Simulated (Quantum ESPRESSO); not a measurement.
Input of a Quantum ESPRESSO 7.5 run:

The input pw.in:

```
&CONTROL
  calculation = 'scf'
  prefix = 'pwscf'
  outdir = './tmp'
  pseudo_dir = './pseudo'
  tprnfor = .true.
  tstress = .true.
  disk_io = 'low'
/
&SYSTEM
  ibrav = 0
  celldm(1) = 8
  nat = 3
  ntyp = 2
  ecutwfc = 84
  nbnd = 23
  occupations = 'smearing'
  smearing = 'fd'
  degauss = 0.00367493
/
&ELECTRONS
  conv_thr = 6d-10
  electron_maxstep = 120
  mixing_beta = 0.5
/
ATOMIC_SPECIES
Ta   180.9479 Ta.upf
N     14.0070 N.upf
CELL_PARAMETERS alat
  0.7353069637788   0.0000000000000   0.0000000000000
 -0.3676534818894   0.6367945101982   0.0000000000000
  0.0000000000000   0.0000000000000   1.1503332200592
ATOMIC_POSITIONS crystal
Ta     0.3333333333    0.6666666667    0.2547110000
Ta     0.6666666667    0.3333333333    0.7452890000
N      0.0000000000    0.0000000000    0.0000000000
K_POINTS automatic
8 8 5 0 0 0
```

File nscf.in:

```
&CONTROL
  calculation = 'nscf'
  prefix = 'pwscf'
  outdir = './tmp'
  pseudo_dir = './pseudo'
  disk_io = 'low'
/
&SYSTEM
  ibrav = 0
  celldm(1) = 8
  nat = 3
  ntyp = 2
  ecutwfc = 84
  nbnd = 42
  occupations = 'smearing'
  smearing = 'fd'
  degauss = 0.00367493
  nosym = .true.
  noinv = .true.
/
&ELECTRONS
  conv_thr = 1d-09
  electron_maxstep = 120
  mixing_beta = 0.5
  diago_full_acc = .true.
  startingwfc = 'random'
/
ATOMIC_SPECIES
Ta   180.9479 Ta.upf
N     14.0070 N.upf
CELL_PARAMETERS alat
  0.7353069637788   0.0000000000000   0.0000000000000
 -0.3676534818894   0.6367945101982   0.0000000000000
  0.0000000000000   0.0000000000000   1.1503332200592
ATOMIC_POSITIONS crystal
Ta     0.3333333333    0.6666666667    0.2547110000
Ta     0.6666666667    0.3333333333    0.7452890000
N      0.0000000000    0.0000000000    0.0000000000
K_POINTS crystal
144
  0.00000000   0.00000000   0.00000000 6.94444444e-03
  0.00000000   0.00000000   0.25000000 6.94444444e-03
  0.00000000   0.00000000   0.50000000 6.94444444e-03
  0.00000000   0.00000000   0.75000000 6.94444444e-03
  0.00000000   0.16666667   0.00000000 6.94444444e-03
  0.00000000   0.16666667   0.25000000 6.94444444e-03
[... 136 lines left out ...]
  0.83333333   0.83333333   0.50000000 6.94444444e-03
  0.83333333   0.83333333   0.75000000 6.94444444e-03
```

File pw2wan.in:

```
&INPUTPP
  prefix = 'pwscf'
  outdir = './tmp'
  seedname = 'w'
  write_mmn = .true.
  write_amn = .true.
  scdm_proj = .true.
  scdm_entanglement = 'erfc'
  scdm_mu = 22.24
  scdm_sigma = 2
/
```

Contents of bands.in:

```
&CONTROL
  calculation = 'bands'
  prefix = 'pwscf'
  outdir = './tmp'
  pseudo_dir = './pseudo'
  disk_io = 'low'
/
&SYSTEM
  ibrav = 0
  celldm(1) = 8
  nat = 3
  ntyp = 2
  ecutwfc = 84
  nbnd = 42
  occupations = 'smearing'
  smearing = 'fd'
  degauss = 0.00367493
/
&ELECTRONS
  conv_thr = 1d-08
  electron_maxstep = 120
  mixing_beta = 0.5
  diago_full_acc = .true.
  startingwfc = 'random'
/
ATOMIC_SPECIES
Ta   180.9479 Ta.upf
N     14.0070 N.upf
CELL_PARAMETERS alat
  0.7353069637788   0.0000000000000   0.0000000000000
 -0.3676534818894   0.6367945101982   0.0000000000000
  0.0000000000000   0.0000000000000   1.1503332200592
ATOMIC_POSITIONS crystal
Ta     0.3333333333    0.6666666667    0.2547110000
Ta     0.6666666667    0.3333333333    0.7452890000
N      0.0000000000    0.0000000000    0.0000000000
K_POINTS crystal
66
  0.00000000   0.00000000   0.00000000 1
  0.05555600   0.00000000   0.00000000 1
  0.11111100   0.00000000   0.00000000 1
  0.16666700   0.00000000   0.00000000 1
  0.22222200   0.00000000   0.00000000 1
  0.27777800   0.00000000   0.00000000 1
  0.33333300   0.00000000   0.00000000 1
  0.38888900   0.00000000   0.00000000 1
  0.44444400   0.00000000   0.00000000 1
  0.50000000   0.00000000   0.00000000 1
  0.46666700   0.06666700   0.00000000 1
  0.43333300   0.13333300   0.00000000 1
  0.40000000   0.20000000   0.00000000 1
  0.36666700   0.26666700   0.00000000 1
  0.33333300   0.33333300   0.00000000 1
  0.30000000   0.30000000   0.00000000 1
  0.26666700   0.26666700   0.00000000 1
  0.23333300   0.23333300   0.00000000 1
  0.20000000   0.20000000   0.00000000 1
  0.16666700   0.16666700   0.00000000 1
  0.13333300   0.13333300   0.00000000 1
  0.10000000   0.10000000   0.00000000 1
  0.06666700   0.06666700   0.00000000 1
  0.03333300   0.03333300   0.00000000 1
  0.00000000   0.00000000   0.00000000 1
  0.00000000   0.00000000   0.10000000 1
  0.00000000   0.00000000   0.20000000 1
  0.00000000   0.00000000   0.30000000 1
  0.00000000   0.00000000   0.40000000 1
  0.00000000   0.00000000   0.50000000 1
  0.05555600   0.00000000   0.50000000 1
  0.11111100   0.00000000   0.50000000 1
  0.16666700   0.00000000   0.50000000 1
  0.22222200   0.00000000   0.50000000 1
  0.27777800   0.00000000   0.50000000 1
  0.33333300   0.00000000   0.50000000 1
  0.38888900   0.00000000   0.50000000 1
  0.44444400   0.00000000   0.50000000 1
  0.50000000   0.00000000   0.50000000 1
  0.46666700   0.06666700   0.50000000 1
  0.43333300   0.13333300   0.50000000 1
  0.40000000   0.20000000   0.50000000 1
  0.36666700   0.26666700   0.50000000 1
  0.33333300   0.33333300   0.50000000 1
  0.30000000   0.30000000   0.50000000 1
  0.26666700   0.26666700   0.50000000 1
  0.23333300   0.23333300   0.50000000 1
  0.20000000   0.20000000   0.50000000 1
  0.16666700   0.16666700   0.50000000 1
  0.13333300   0.13333300   0.50000000 1
  0.10000000   0.10000000   0.50000000 1
  0.06666700   0.06666700   0.50000000 1
  0.03333300   0.03333300   0.50000000 1
  0.00000000   0.00000000   0.50000000 1
  0.50000000   0.00000000   0.50000000 1
  0.50000000   0.00000000   0.40000000 1
  0.50000000   0.00000000   0.30000000 1
  0.50000000   0.00000000   0.20000000 1
  0.50000000   0.00000000   0.10000000 1
  0.50000000   0.00000000   0.00000000 1
  0.33333300   0.33333300   0.00000000 1
  0.33333300   0.33333300   0.10000000 1
  0.33333300   0.33333300   0.20000000 1
  0.33333300   0.33333300   0.30000000 1
  0.33333300   0.33333300   0.40000000 1
  0.33333300   0.33333300   0.50000000 1
```

Contents of w.win:

```
num_wann = 22
num_bands = 34
auto_projections = true
dis_num_iter = 0
num_iter = 1200
search_shells = 100
kmesh_tol = 1.0d-4
conv_tol = 1.0d-8
conv_window = 4
num_print_cycles = 200
fermi_energy = 19.2373
bands_plot = true
write_hr = true
mp_grid = 6 6 4
exclude_bands = 1-8
begin unit_cell_cart
ang
  3.1128615060   0.0000000000   0.0000000000
 -1.5564307530   2.6958171426   0.0000000000
  0.0000000000   0.0000000000   4.8698410000
end unit_cell_cart
begin atoms_frac
Ta   0.3333333333   0.6666666667   0.2547110000
Ta   0.6666666667   0.3333333333   0.7452890000
N    0.0000000000   0.0000000000   0.0000000000
end atoms_frac
begin kpoint_path
G   0.0000000000   0.0000000000   0.0000000000  M   0.5000000000   0.0000000000   0.0000000000
M   0.5000000000   0.0000000000   0.0000000000  K   0.3333333333   0.3333333333   0.0000000000
K   0.3333333333   0.3333333333   0.0000000000  G   0.0000000000   0.0000000000   0.0000000000
G   0.0000000000   0.0000000000   0.0000000000  A   0.0000000000   0.0000000000   0.5000000000
A   0.0000000000   0.0000000000   0.5000000000  L   0.5000000000   0.0000000000   0.5000000000
L   0.5000000000   0.0000000000   0.5000000000  H   0.3333333333   0.3333333333   0.5000000000
H   0.3333333333   0.3333333333   0.5000000000  A   0.0000000000   0.0000000000   0.5000000000
L   0.5000000000   0.0000000000   0.5000000000  M   0.5000000000   0.0000000000   0.0000000000
K   0.3333333333   0.3333333333   0.0000000000  H   0.3333333333   0.3333333333   0.5000000000
end kpoint_path
bands_num_points = 9
begin kpoints
  0.00000000   0.00000000   0.00000000
  0.00000000   0.00000000   0.25000000
  0.00000000   0.00000000   0.50000000
  0.00000000   0.00000000   0.75000000
  0.00000000   0.16666667   0.00000000
  0.00000000   0.16666667   0.25000000
[... 136 lines left out ...]
  0.83333333   0.83333333   0.50000000
  0.83333333   0.83333333   0.75000000
end kpoints
```

Potentials or basis: PseudoDojo 0.4.1 SR PBEsol standard.

Run with:

```console
$ OMP_NUM_THREADS=1 pw.x -in pw.in > pw.out
$ OMP_NUM_THREADS=1 pw.x -in nscf.in > nscf.out
$ wannier90.x -pp w
$ OMP_NUM_THREADS=1 pw2wannier90.x -in pw2wan.in > pw2wan.out
$ wannier90.x w
$ OMP_NUM_THREADS=1 pw.x -in bands.in > bands.out
```

**Question.** Estimate the total Wannier spread.

**Answer.** 49.66 Å² over 22 functions.

**Question.** Predict the RMS miss of the Wannier bands.

**Answer.** 0.017 eV.

**Question.** Estimate the pressure.

**Answer.** -9.2 GPa.

**Question.** Predict the largest force.

**Answer.** 0.397 eV/Å.

Forces on the atoms (eV/Å):
```
Ta   0.000  0.000 -0.397
Ta   0.000  0.000  0.397
N    0.000  0.000  0.000
```
